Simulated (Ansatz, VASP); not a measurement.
# BAs: 3 runs at one level of theory

The starting cell:

```
As B
1.0
     0.00000    2.38850    2.38850
     2.38850    0.00000    2.38850
     2.38850    2.38850    0.00000
As B
1 1
Direct
  0.75000 0.75000 0.75000
  0.00000 0.00000 0.00000
```

Alike in all runs: task relaxation of cell and atoms; functional LDA; k mesh 10 × 10 × 10; occupations fermi-dirac, width 0.05 eV; no spin polarisation; no spin-orbit coupling. LDA stands for any of its common fits.

```json
{"program and potentials": "Ansatz, Ansatz PAW", "plane-wave cutoff (eV)": "420", "notes": "potentials made for PBE, which Ansatz adapts in part; 9 valence electrons an atom on average", "equilibrium volume (Å³/atom)": "13.24"}
{"program and potentials": "Ansatz, all-electron LAPW, scalar-relativistic", "plane-wave cutoff (eV)": "-", "notes": "-", "equilibrium volume (Å³/atom)": "13.24"}
{"program and potentials": "VASP, LDA PAW files As, B, 600 eV", "plane-wave cutoff (eV)": "600", "notes": "4 valence electrons an atom on average", "equilibrium volume (Å³/atom)": "13.33"}
```

The equilibrium volume spans 13.24 (Ansatz, all-electron LAPW, scalar-relativistic) to 13.33 Å³/atom (VASP, LDA PAW files As, B, 600 eV), with all-electron results at 13.24. Relaxations stop with a little pressure left, so the last digit of a volume isn't settled.

The functional is the same throughout but for its coding, so the spread measures potentials, basis and numerics; runs on potential files found faulty are left out.
